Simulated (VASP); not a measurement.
**Cd: single point with PBE**

The system is Cd.

```
Cd
1.0
     0.00000    2.21815    2.21815
     2.21815    0.00000    2.21815
     2.21815    2.21815    0.00000
Cd
1
Direct
  0.00000 0.00000 0.00000
```

This isn't the form of Cd at room conditions, which is hcp.

- Program: VASP 6.6.1
- Task: single point
- Functional: PBE
- Potentials or basis: VASP PAW PBE potentials, release 64 (Cd)
- Cutoff: 520 eV
- k mesh: 20 × 20 × 20
- Occupations: gaussian, width 0.15 eV
- Spin: no spin polarisation

```
Pressure               : 2.4 GPa
Band gap on the k mesh : none (metal or under the smearing width)
```

Levels at points of the mesh, in eV from the Fermi level:
| k point | band 2 | band 3 | band 4 | band 5 | band 6 | band 7 | band 8 | band 9 | band 10 | band 11 |
| --- | --- | --- | --- | --- | --- | --- | --- | --- | --- | --- |
| (0.00, 0.00, 0.00) | -9.14 | -9.14 | -8.79 | -8.69 | -8.69 | 13.89 | 14.95 | 14.95 | 14.95 | 18.32 |
| (0.50, 0.00, 0.00) | -9.14 | -9.14 | -8.32 | -8.32 | -2.33 | -1.33 | 12.54 | 12.54 | 13.00 | 16.40 |
| (0.50, 0.50, 0.00) | -9.71 | -8.34 | -8.22 | -8.22 | -0.81 | 1.38 | 6.79 | 6.79 | 11.04 | 11.10 |

Wall time 18 s on 1 thread of Intel(R) Xeon(R) 6975P-C (Granite Rapids), on a shared host, peak memory 0.18 GiB.
